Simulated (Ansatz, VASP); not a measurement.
# Hf: VASP beside Ansatz

```
Hf
1.0
     0.00000    2.22000    2.04240
     2.22000    0.00000    2.04240
     2.22000    2.22000    0.00000
Hf
1
Cartesian
  0.0000 0.0000 0.0000
```

Change from the starting cell: strain +0.000 along x and y, -0.080 along z, atoms carried along.

Alike in both runs: task single point; functional PBEsol; k mesh 18 × 18 × 18; occupations gaussian, width 0.15 eV; no spin polarisation.

|  | VASP | Ansatz |
| --- | --- | --- |
| version | VASP 6.6.1 | Ansatz 0.2.0 |
| potentials or method | VASP PAW PBE potentials, release 64 (Hf_pv) | scalar-relativistic, plane waves, PAW |
| plane-wave cutoff (eV) | 520 | 420 |
| valence electrons in the cell | 10 | 26 |

```tsv
	VASP	Ansatz	Ansatz less VASP
gap on the k mesh at the Fermi level (eV)	none	none	-
pressure (GPa)	7.8	8.2	+0.37
largest component of the traceless stress (GPa)	2.61	2.55	-0.057
```

A gap of «none» marks a metal or a gap that the smearing closes. The two sets of potentials don't hold the same shells in valence.

Caveats: the PAW data sets were made with another functional, which shifts forces and pressure a little (VASP). Spin-orbit coupling is left out, which matters for the levels of Hf.
